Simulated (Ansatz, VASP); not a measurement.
AlGaN2 in VASP and in Ansatz

File INCAR:

```
PREC = Accurate ; ENCUT = 520
EDIFF = 1E-7 ; ISMEAR = 0
SIGMA = 0.05 ; LREAL = F
LASPH = T ; NELM = 60
ALGO = Normal ; ISIF = 2
LWAVE = F ; LCHARG = F
GGA = CA ; NBANDS = 21
```

KPOINTS

```
regular mesh
0
Gamma
  8 8 6
```

POSCAR

```
AlGaN2
1.0
    3.1408770487      0.0000000000      0.0000000000
    0.0000000000      3.1408770487      0.0000000000
    0.0000000000      0.0000000000      4.4238379400
Al Ga N
1 1 2
Direct
    0.5000000000      0.5000000000      0.5000000000
    0.0000000000      0.0000000000      0.0000000000
    0.5000000000      0.0000000000      0.7518276938
    0.0000000000      0.5000000000      0.2481723062
```

Input for Ansatz:

```yaml
crystal:
  lattice:
    - [3.1408770487, 0.0, 0.0]
    - [0.0, 3.1408770487, 0.0]
    - [0.0, 0.0, 4.42383794]
  atoms:
    - { symbol: Al, position: [0.5, 0.5, 0.5] }
    - { symbol: Ga, position: [0.0, 0.0, 0.0] }
    - { symbol: "N", position: [0.5, 0.0, 0.7518276938] }
    - { symbol: "N", position: [0.0, 0.5, 0.2481723062] }
basis:
  ecutwfc: 420
kpoints:
  mp_grid: { grid: [8, 8, 6] }
hamiltonian:
  xc: lda
scf:
  occupations: { method: gaussian, width: 0.05 }
output:
  forces: true
  stress: true
  eigenvalues: true
  write_density: true
  write_potential: true
  elf: true
  volumetric_format: npy
```

Change from the starting cell: mode 12 (682.2 1/cm) frozen in, largest displacement +0.060 Å.

Alike in both runs: task single point; functional LDA; k mesh 8 × 8 × 6; occupations gaussian, width 0.05 eV; no spin polarisation.

|  | VASP | Ansatz |
| --- | --- | --- |
| version | VASP 6.6.1 | Ansatz 0.2.0 |
| potentials or method | VASP PAW LDA potentials, release 64 (Al, Ga_d, N) | scalar-relativistic, plane waves, PAW |
| plane-wave cutoff (eV) | 520 | 420 |
| valence electrons in the cell | 26 | 26 |

```tsv
	VASP	Ansatz	Ansatz less VASP
gap on the k mesh at the Fermi level (eV)	2.89	2.88	-0.011
least direct gap on the mesh (eV)	2.89	2.88	-0.011
pressure (GPa)	-3.7	-4.5	-0.80
largest component of the traceless stress (GPa)	0.08	0.10	+0.012
rms of the force components (eV/Å)	0.528	0.511	-0.0168
```

Atom by atom the forces differ by 0.017 eV/Å (rms over components).

Caveats: forces of over 1 eV/Å show positions far from the minimum, so gaps and moduli don't describe the material at rest. A k mesh can miss the band edges.
